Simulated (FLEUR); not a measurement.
Si under changes of volume

One of the cells (20.165 Å³/atom); the others are scaled copies at fixed shape and fractional positions:

```
CELL_PARAMETERS angstrom
0.00000 2.72185 2.72185
2.72185 0.00000 2.72185
2.72185 2.72185 0.00000
ATOMIC_POSITIONS crystal
Si 0.50000 0.50000 0.50000
Si 0.75000 0.75000 0.75000
```

* Program: FLEUR MaX-R8.1 (later development tree)
* Functional: LDA exchange alone (X-alpha)
* Potentials or basis: all-electron
* Basis: FLAPW
* Kmax: 4.15 1/bohr
* k mesh: 8 × 8 × 8
* Occupations: fermi-dirac, width 0.05 eV
* Spin: no spin polarisation

```tsv
volume (Å³/atom)	energy over the lowest point (meV/atom)	gap on the mesh (eV)
18.955	?	?
19.358	30.10	0.36
20.165	5.49	0.42
20.971	0.00	0.47
21.375	3.30	0.50
```

Q: What does the run at 18.955 Å³/atom give?

A: Energy over the lowest point 50.91 meV/atom; gap on the mesh 0.32 eV.

Worked out: A Birch-Murnaghan fit of order 2 (a polynomial in V^(-2/3)) to the other rows has its minimum at 20.83 Å³/atom with B0 = V·E''(V) = 83 GPa. It gives 50.79 meV/atom at 18.955 Å³/atom, against the run's 50.91. A straight line through the other rows of the gap, of slope 1.39 eV per unit of ln V, extrapolates to 0.33 eV, against the run's 0.32.

Energies are extrapolated to zero smearing.

Caveats: the plane-wave cutoff is short for the semicore states, which can make moduli rough.

A mesh can miss the band edges.
